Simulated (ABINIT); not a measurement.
The system is Nd.

```
CELL_PARAMETERS angstrom
3.65700 0.00000 0.00000
-1.82850 3.16705 0.00000
0.00000 0.00000 5.90200
ATOMIC_POSITIONS crystal
Nd 0.66667 0.33333 0.75000
Nd 0.33333 0.66667 0.25000
```

This isn't the form of Nd at room conditions, which is double hcp.

Base run:

```yaml
Program: ABINIT 10.8.3 (patched build)
Functional: LDA
Potentials_or_basis: JTH PAW LDA v2.0
Cutoff: 408 eV
k_mesh: 6 × 6 × 4
Occupations: fermi-dirac, width 0.05 eV
Spin: collinear spin, ferromagnetic start
Starting_moments: "[3.0, 3.0] μB"
```

Its results: band gap on the k mesh none (metal or under the smearing width); pressure -5.6 GPa; net moment 8.14 μB per cell.

Q: The run is repeated on the same cell with these changes: functional from LDA to PBE; potentials or basis from JTH PAW LDA v2.0 to PseudoDojo NC SR PBE v0.4 lanthanides 3+ (4f in core; v0.4.1 standard for the other elements); cutoff from 408 eV to 599 eV; valence electrons from 28 to 22. What comes out?

A: Band gap on the k mesh none (metal or under the smearing width); pressure 1.4 GPa; net moment 0.00 μB per cell.

Caveats: the magnetic or orbital state may not be the lowest; spin-orbit coupling is left out, which moves the levels of the heavy elements; the 4f electrons are frozen in the core as for a trivalent ion, so they carry no moment and show no levels (some runs).

Not every run made on this cell is shown here.
